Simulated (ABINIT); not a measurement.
The system is Al.

```xyz
1
Lattice="-1.5912 1.5912 1.5912 1.5912 -1.5912 1.5912 1.5912 1.5912 -1.5912" Properties=species:S:1:pos:R:3 pbc="T T T"
Al    0.0000    0.0000    0.0000
```

This isn't the form of Al at room conditions, which is fcc.

Base run:

```yaml
Program: ABINIT 10.8.3 (patched build)
Functional: RPBE
Potentials_or_basis: JTH PAW PBE v2.0
Cutoff: 490 eV
k_mesh: 12 × 12 × 12
Occupations: fermi-dirac, width 0.05 eV
Spin: no spin polarisation
```

Its results: band gap on the k mesh none (metal or under the smearing width); pressure 4.7 GPa.

**Question.** The run is repeated on the same cell with these changes: functional from RPBE to LDA. What comes out?

**Answer.** Band gap on the k mesh none (metal or under the smearing width); pressure 1.4 GPa.

LDA binds more tightly than RPBE, so the same cell stands under less pressure.

Caveats: the PAW data sets were made with another functional, which shifts forces and pressure a little.
